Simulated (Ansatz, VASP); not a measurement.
# Two plane-wave programs on NaCl

```
Na Cl
1.0
     3.53154    0.00000    0.00000
     0.00000    3.53154    0.00000
     0.00000    0.00000    3.53154
Na Cl
1 1
Direct
  0.00000 0.00000 0.00000
  0.50000 0.50000 0.50000
```

Alike in both runs: task single point; functional PBEsol; k mesh 6 × 6 × 6; occupations gaussian, width 0.02 eV; no spin polarisation.

|  | VASP | Ansatz |
| --- | --- | --- |
| version | VASP 6.6.1 | Ansatz 0.2.0 |
| potentials or method | VASP PAW PBE potentials, release 64 (Na_pv, Cl) | scalar-relativistic, plane waves, PAW |
| plane-wave cutoff (eV) | 520 | 420 |
| valence electrons in the cell | 14 | 16 |

|  | VASP | Ansatz | Ansatz less VASP |
| --- | --- | --- | --- |
| gap on the k mesh at the Fermi level (eV) | 3.76 | 3.76 | +0.003 |
| least direct gap on the mesh (eV) | 4.24 | 4.24 | +0.003 |
| pressure (GPa) | -1.8 | -1.8 | 0.00 |

The two sets of potentials don't hold the same shells in valence.

Caveats: the PAW data sets were made with another functional, which shifts forces and pressure a little (VASP). A k mesh can miss the band edges.
